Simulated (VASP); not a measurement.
Set up this calculation in VASP 6.6.1, as the native input.

```yaml
Task: relaxation of cell and atoms
Functional: PBE
Dispersion: D3(BJ)
Potentials_or_basis: VASP PAW PBE potentials, release 64 (Se)
Cutoff: 600 eV
k_mesh: 9 × 9 × 6
Occupations: gaussian, width 0.03 eV
Spin: no spin polarisation
Further_INCAR_settings: ALGO = Normal; EDIFF = 1e-06; IBRION = 2; EDIFFG = -0.01; NSW = 90; ISIF = 3
```

The structure of Se lies in POSCAR:

```
Se
1.0
    4.3662000000      0.0000000000      0.0000000000
   -2.1831000000      3.7812401200      0.0000000000
    0.0000000000      0.0000000000      4.9536000000
Se
3
Direct
    0.2254000000      0.0000000000      0.3333333300
    0.0000000000      0.2254000000      0.6666666700
    0.7746000000      0.7746000000      0.0000000000
```

These files were run (other wordings do the same):

INCAR

```
SYSTEM = Se
PREC = Accurate ; ENCUT = 600
EDIFF = 1E-6 ; ISMEAR = 0
SIGMA = 0.03 ; LREAL = .FALSE.
LASPH = .TRUE. ; NELM = 80
ALGO = Normal ; ISIF = 3
LWAVE = .FALSE. ; LCHARG = .FALSE.
GGA = PE ; IVDW = 12
IBRION = 2 ; NSW = 90
EDIFFG = -0.01
```

KPOINTS

```
regular mesh
0
G
  9 9 6
  0 0 0
```

Potentials or basis: VASP PAW PBE potentials, release 64 (Se).

Run with:

```console
$ cat potpaw_PBE.64/Se/POTCAR > POTCAR
$ mpirun -np 1 vasp_std > vasp.out
```

Results of the run:

```yaml
Relaxed_volume: 24.48 Å³/atom
Relaxed_cell: a = 4.065 Å, b = 4.065 Å, c = 5.134 Å, α = 90.00°, β = 90.00°, γ = 120.00°
Space_group_after_relaxing_to_0.05_Å: P3_121 (No. 152)
Energy_gained_by_relaxing: 25.4 meV/atom
Ionic_steps: 15
Pressure_after_relaxing: 0.0 GPa
Band_gap_on_the_k_mesh: 0.51 eV, direct
Dispersion_energy_per_atom: -0.356 eV
```

Caveat: an odd mesh through Γ misses points on the zone boundary, where band edges often lie; the volume moved by -10 % from the deposited cell, more than functionals usually miss.

Run time: 3.1 min on 1 thread of Intel(R) Xeon(R) 6975P-C (Granite Rapids), on a shared host, peak memory 0.28 GiB.
